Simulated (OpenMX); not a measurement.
The system is InAs.

```
CELL_PARAMETERS angstrom
0.00000 2.87730 2.87730
2.87730 0.00000 2.87730
2.87730 2.87730 0.00000
ATOMIC_POSITIONS crystal
In 0.50000 0.50000 0.50000
As 0.00000 0.00000 0.00000
```

Measurements of this composition are mostly on another form, of space group No. 216.

Base run:

- Program: OpenMX 3.8.5
- Functional: PBE
- Dispersion: D3
- Potentials or basis: OpenMX 2013 PBE set, In7.0-s3p2d2, As7.0-s3p2d2, grid cutoff 500 Ry
- k mesh: 7 × 7 × 7
- Occupations: fermi-dirac, width 0.05 eV
- Spin: no spin polarisation

Its results: band gap on the k mesh none (metal or under the smearing width); pressure -0.3 GPa.

Task: The run is repeated on the same cell with these changes: dispersion from D3 to none. What comes out?

Result: Band gap on the k mesh none (metal or under the smearing width); pressure 1.2 GPa.

Dispersion adds attraction, which lowers the pressure at fixed volume and, as a term added to the energy, leaves the levels alone.

Caveats: the basis of atomic orbitals isn't converged, which shifts pressures, moduli and gaps; pairwise dispersion overbinds metals, which lowers pressure and volume (some runs).
